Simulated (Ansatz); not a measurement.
Rh: strain energy, fitted

Rh, P6_3/mmc, a = 2.689 Å, c = 4.329 Å. This isn't the element's structure at ambient conditions. Ansatz: PBEsol, PAW, 420 eV, Γ-centred 24×24×12 mesh on 2 atoms, Gaussian smearing 0.10 eV; no spin polarisation. Series: biaxial strain in the a-b plane, c and atoms relaxed; x is the strain in per cent. y is the free energy over the unstrained cell, V0 = 13.551 Å³/atom.

```
x (%) y (meV/atom)
 -6.0             ?
 -4.0         78.65
 -2.0         17.27
  0.0          0.00
  2.0         17.72
  4.0         61.20
  6.0        123.18
```

Fit y = c2 x² + c3 x³ to the other rows, turn c2 into a modulus, and predict the missing energy.

Least squares on the rows shown. y = 4.3318 x² − 0.14898 x³. In eV per unit strain² c2 is 43.32; M is the biaxial modulus (E = M V0 ε²): 43.32 × 160.2 / (13.551) = 512 GPa. At x = -6.0 the fit asked for gives 188.12 meV/atom. The run gave 197.58 meV/atom, so the fit is 9.46 meV/atom too low, 4.8 % of the span of the series, against an rms of 1.14 meV/atom on the fitted rows. The row lies outside the fitted range. With a term in x⁴ added, a fit to the same known rows predicts 181.43 meV/atom, further off still.